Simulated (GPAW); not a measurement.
# Fe2 Ta3 Fe2 001: parallel and opposed starts, part 2 of 2

Wanted: the moments of Fe2 Ta3 Fe2 001 and the energy of each order that was tried.

GPAW 26.7.0; PBE; plane waves with GPAW's PAW setups, scalar-relativistic.

So far. Step 2 (Order 1, typed as ferro ++++): After 60 cycles the largest moment stands at 2.69 μB.

## (3) Start 2: antiferro ++--

An opposed order shows whether the pairs that it reverses prefer unlike signs.

order2.py reads:

```python
import json
import numpy as np
from ase import Atoms
from ase.parallel import paropen, parprint
from gpaw import GPAW

atoms = Atoms(['Fe', 'Fe', 'Ta', 'Ta', 'Ta', 'Fe', 'Fe'],
    cell=[[3.303, 0.0, 0.0],
         [0.0, 3.303, 0.0],
         [0.0, 0.0, 20.194461]],
    scaled_positions=[[0.0, 0.0, 0.297111],
         [0.5, 0.5, 0.35067],
         [0.0, 0.0, 0.4183],
         [0.5, 0.5, 0.5],
         [0.0, 0.0, 0.5817],
         [0.5, 0.5, 0.64933],
         [0.0, 0.0, 0.702889]],
    pbc=True,
    magmoms=[2.6, 2.6, 0.0, 0.0, 0.0, -2.6, -2.6])
atoms.calc = GPAW(mode={'name': 'pw', 'ecut': 450},
    xc='PBE',
    kpts={'size': (20, 20, 1), 'gamma': True},
    occupations={'name': 'fermi-dirac', 'width': 0.05},
    convergence={'density': 1e-05, 'energy': 1e-05},
    maxiter=200,
    mixer={'name': 'pulay', 'beta': 0.03, 'nmaxold': 8, 'weight': 100},
    symmetry={'tolerance': 1e-4},
    txt='order2.txt')
e = atoms.get_potential_energy(force_consistent=True)
res = {'free_energy': e, 'energy_sigma0': atoms.get_potential_energy(), 'fermi_energy': atoms.calc.get_fermi_level()}
res['moments'] = atoms.get_magnetic_moments().tolist()
res['total'] = atoms.get_magnetic_moment()
parprint('site moments (muB):', np.round(res['moments'], 3))
parprint(f"total moment: {res['total']:.3f} muB")
parprint(f'free energy: {e:.6f} eV')
atoms.calc.write('order2.gpw')
with paropen('results.json', 'w') as f:
    json.dump(res, f)
```

Started as:

```bash
$ OMP_NUM_THREADS=1 mpirun -n 4 gpaw python order2.py > order2.log
```

Numbers of over 12 decimals in the logs are rounded to 6 here.

Output:

```text
site moments (muB): [ 2.687  2.141 -0.285  0.     0.285 -2.141 -2.687]
total moment: -0.000 muB
free energy: -61.960039 eV

--- order2.txt ---
Input parameters:
  mode=PW(ecut=450),
  convergence={'density': 1e-05, 'energy': 1e-05},
  kpts=MonkhorstPack(size=(20, 20, 1), gamma=True),
  maxiter=200,
  mixer=Pulay(name='pulay', nmaxold=8, beta=0.03, weight=100, sigma=0.015, g_ss=None),
  occupations=Occupations(name='fermi-dirac', width=0.05),
  symmetry=Symmetry(tolerance=0.0001),
  xc=XC(name='PBE')

Diagonalizing LCAO Hamiltonian
Converting LCAO to pw mode
   .-------.
  /|       |
 * |       |
 | |       |
 | |       |
 | |       |
 | |       |
 | |       |
 | |       |
 Fe|       |
 | |  Fe   |
 | |       |
 Ta|       |
 | |       |
 | |  Ta   |
 | |       |
 | |       |
 Ta|  Fe   |
 | |       |
 | |       |
 Fe|       |
 | |       |
 | |       |
 | |       |
 | |       |
 | .-------.
 |/       /
 *-------*

Atoms  # Å, Bohr magnetons
|   | symbol |        x |        y |         z |    initial magnetic moments |
|---|--------|----------|----------|-----------|-----------------------------|
| 0 |     Fe | 0.000000 | 0.000000 |  5.999997 | ( 0.0000,  0.0000,  2.6000) |
| 1 |     Fe | 1.651500 | 1.651500 |  7.081592 | ( 0.0000,  0.0000,  2.6000) |
| 2 |     Ta | 0.000000 | 0.000000 |  8.447343 | ( 0.0000,  0.0000,  0.0000) |
| 3 |     Ta | 1.651500 | 1.651500 | 10.097231 | ( 0.0000,  0.0000,  0.0000) |
| 4 |     Ta | 0.000000 | 0.000000 | 11.747118 | ( 0.0000,  0.0000,  0.0000) |
| 5 |     Fe | 1.651500 | 1.651500 | 13.112869 | ( 0.0000,  0.0000, -2.6000) |
| 6 |     Fe | 0.000000 | 0.000000 | 14.194464 | ( 0.0000,  0.0000, -2.6000) |

Unit cell  # Å
| periodic |        x |        y |         z |   lengths |    angles |
|----------|----------|----------|-----------|-----------|-----------|
|      yes | 3.303000 | 0.000000 |  0.000000 |  3.303000 | 90.000000 |
|      yes | 0.000000 | 3.303000 |  0.000000 |  3.303000 | 90.000000 |
|      yes | 0.000000 | 0.000000 | 20.194461 | 20.194461 | 90.000000 |

Number of symmetries: 8

BZ-sampling:
  Number of BZ points: 400
  Number of IBZ points: 66

  Monkhorst-Pack size: [20, 20, 1]
  Monkhorst-Pack shift: [0.025, 0.025, 0.0]

Plane wave coefficients: 4812
Cutoff: 450.000000 eV

Spin-components: 2 (collinear spins)
Bands:           47
Projectors:      42
Spin-degeneracy: 1
Datatype:        complex128

Parallelization:
  kpt:    4
  domain: 1
  band:   1

Density:
  Valence electrons: 71.0
  Components: 2
  Grid points: [ 18  18 100]
  Charge: 0.0  # |e|

Potential:
  Grid points: [ 18  18 100]

[... setups left out ...]
Reference energy: -1410995.142602  # eV

eigensolver:
  PPCG
  Converge bands: occupied
  niter=2

density mixing:
  Pulay-Mixer
  Linear mixing parameters: 0.03
  Old densities: 8
  Fourier metric: weight=100, sigma=0.015

occupation numbers:
  Fermi-Dirac:
    width: 0.0500  # eV

poisson solver:
  ecut: 3600.000000  # eV

xc functional:
  name: PBE with 2 nearest neighbor stencil

convergence criteria:
- Maximum integral of absolute [dens]ity change: 1e-05 electrons / valence electron
- Maximum [total energy] change in last 3 cyles: 1e-05 eV / valence electron
- Maximum integral of absolute [eigenst]ate change: 4e-08 eV^2 / valence electron
maximum number of iterations: 200

SCF iterations
|iter     |      energy | eigst |  dens |  magmom |
|---------|-------------|-------|-------|---------|
|iter:   1|       0s |  -63.958021 | +0.25 |       |  +0.0000|
|iter:   2|      26s |  -63.440261 | -1.32 | -0.93 |  +0.0000|
|iter:   3|      52s |  -62.837979 | -1.75 | -1.00 |  -0.0000|
|iter:   4|      79s |  -62.139569 | -1.51 | -1.07 |  +0.0000|
|iter:   5|     105s |  -61.760871 | -0.95 | -1.16 |  -0.0000|
|iter:   6|     132s |  -61.737781 | -2.09 | -1.27 |  +0.0000|
|iter:   7|     160s |  -61.733842 | -1.53 | -1.28 |  -0.0000|
|iter:   8|     186s |  -61.739642 | -2.90 | -1.52 |  +0.0000|
|iter:   9|     214s |  -61.740520 | -3.78 | -1.54 |  +0.0000|
|iter:  10|     242s |  -61.747901 | -3.86 | -1.54 |  -0.0000|
[... 41 iterations left out ...]
|iter:  52|    1297s |  -61.933781c| -7.74c| -4.32 |  -0.0000|
|iter:  53|    1310s |  -61.933781c| -7.96c| -4.46 |  -0.0000|
|iter:  54|    1323s |  -61.933781c| -7.90c| -4.53 |  -0.0000|
|iter:  55|    1335s |  -61.933780c| -8.09c| -4.56 |  -0.0000|
|iter:  56|    1348s |  -61.933780c| -7.84c| -4.68 |  +0.0000|
|iter:  57|    1361s |  -61.933780c| -8.01c| -4.75 |  +0.0000|
|iter:  58|    1374s |  -61.933780c| -8.25c| -4.80 |  +0.0000|
|iter:  59|    1387s |  -61.933780c| -8.50c| -4.88 |  -0.0000|
|iter:  60|    1400s |  -61.933780c| -8.77c| -4.96 |  -0.0000|
|iter:  61|    1414s |  -61.933780c| -9.03c| -5.00c|  -0.0000|

Converged in 61 steps
Energy contributions relative to reference atoms: (reference = -1410995.142602)

Energy contributions:
  Kinetic:          55.751032
  Coulomb:         -53.207815
  Zero:             -0.264002
  External:          0.000000
  Xc:              -64.186735
  Entropy:          -0.052519
  Spinorbit:         0.000000
  ----------------------------
  Free energy:     -61.960039
  Extrapolated:    -61.933780

dipole moment: (-39.761651, -39.761651, -0.000438)  # |e|*Ang

Total magnetic moment: (0.000000, 0.000000, -0.000000)

Local magnetic moments
|        x |        y |         z |
|----------|----------|-----------|
| 0.000000 | 0.000000 |  2.687261 |  # Fe   0
| 0.000000 | 0.000000 |  2.141474 |  # Fe   1
| 0.000000 | 0.000000 | -0.285214 |  # Ta   2
| 0.000000 | 0.000000 |  0.000000 |  # Ta   3
| 0.000000 | 0.000000 |  0.285213 |  # Ta   4
| 0.000000 | 0.000000 | -2.141473 |  # Fe   5
| 0.000000 | 0.000000 | -2.687261 |  # Fe   6

Fermi level: 3.077
Eigenvalues  # (at kpt = [-0.000, -0.000, 0.000])
| band index |      eig [eV] | occ [0-1] |      eig [eV] | occ [0-1] |
|------------|---------------|-----------|---------------|-----------|
|          0 |       -64.269 |     1.000 |       -64.269 |     1.000 |
|        ... |               |           |               |           |
|         28 |         1.551 |     1.000 |         1.551 |     1.000 |
|         29 |         2.166 |     1.000 |         2.166 |     1.000 |
|         30 |         2.284 |     1.000 |         2.284 |     1.000 |
|         31 |         2.847 |     0.990 |         2.847 |     0.990 |
|         32 |         2.847 |     0.990 |         2.847 |     0.990 |
|         33 |         2.889 |     0.977 |         2.889 |     0.977 |
|         34 |         3.012 |     0.783 |         3.012 |     0.783 |
|         35 |         3.012 |     0.783 |         3.012 |     0.783 |
|         36 |         3.186 |     0.101 |         3.186 |     0.101 |
|         37 |         3.905 |     0.000 |         3.905 |     0.000 |
|         38 |         3.905 |     0.000 |         3.905 |     0.000 |
|         39 |         4.156 |     0.000 |         4.156 |     0.000 |
|         40 |         4.283 |     0.000 |         4.283 |     0.000 |
|         41 |         4.388 |     0.000 |         4.388 |     0.000 |
|         42 |         4.799 |     0.000 |         4.799 |     0.000 |
|         43 |         4.885 |     0.000 |         4.885 |     0.000 |
|        ... |               |           |               |           |
|         46 |         5.719 |     0.000 |         5.719 |     0.000 |

No gap
No difference between direct/indirect transitions
```

Run time: 24 min. Hardware: 4 MPI ranks of Intel Xeon at 2.50GHz (Skylake/Cascade Lake), shared host; peak memory 1.5 GiB; 1.6 h of CPU time.

Spin moment in the augmentation sphere by atom:

| atom | spin moment in the augmentation sphere (μB) |
| --- | --- |
| Fe1 | 2.69 |
| Fe2 | 2.14 |
| Ta3 | -0.29 |
| Ta4 | 0.00 |
| Ta5 | 0.29 |
| Fe6 | -2.14 |
| Fe7 | -2.69 |

This step gave:

```yaml
magnetization: 0 μB
final_state: antiferromagnetic
```

It lies 13.9 meV a seeded atom under the first start, and its largest moment is 2.69 μB against 2.69 μB.

## (4) Energies of the orders

These are free energies at a smearing of 0.05 eV, so its entropy term is in the differences. They are divided by the number of seeded atoms, so that cells of unlike size compare.

Orders:

| start | final state | typed order kept | energy over the lowest (meV a seeded atom) | largest site moment (μB) | net moment (μB a primitive cell) | mesh matched | CPU time (s) |
| --- | --- | --- | --- | --- | --- | --- | --- |
| ferro ++++ | ferromagnetic | yes | 13.85 | 2.691 | 9.182 | yes | 6003 |
| antiferro ++-- | antiferromagnetic | yes | 0 | 2.687 | 0 | yes | 5830 |

## (5) What came out

```
lowest state found  : antiferromagnetic (typed antiferro ++--)
largest site moment : 2.69 μB
next state          : ferromagnetic, 13.9 meV a seeded atom higher
```

**Reading.** The lowest state found is antiferromagnetic, reached from the start antiferro ++--, with moments up to 2.69 μB. The next state costs 14 meV a seeded atom. This is the lowest of 2 finished starts, no proof of the ground state.

[Logs and program files are shortened in this print: banners, set-up blocks, solver, clock and traceback lines can be left out without a mark of their own.]

[Logs are printed without paths, hosts, clocks, repeated set-up lines and the standing remarks that a program may print on its own settings, such as how far it seeks lower states.]

[Hosts, paths, dates, database ids (printed as entryN), source tags and the programs' standing remarks are cut or masked in the printed files.]

[Where a cell is said to come from a database of computed structures, the database is the Materials Project.]
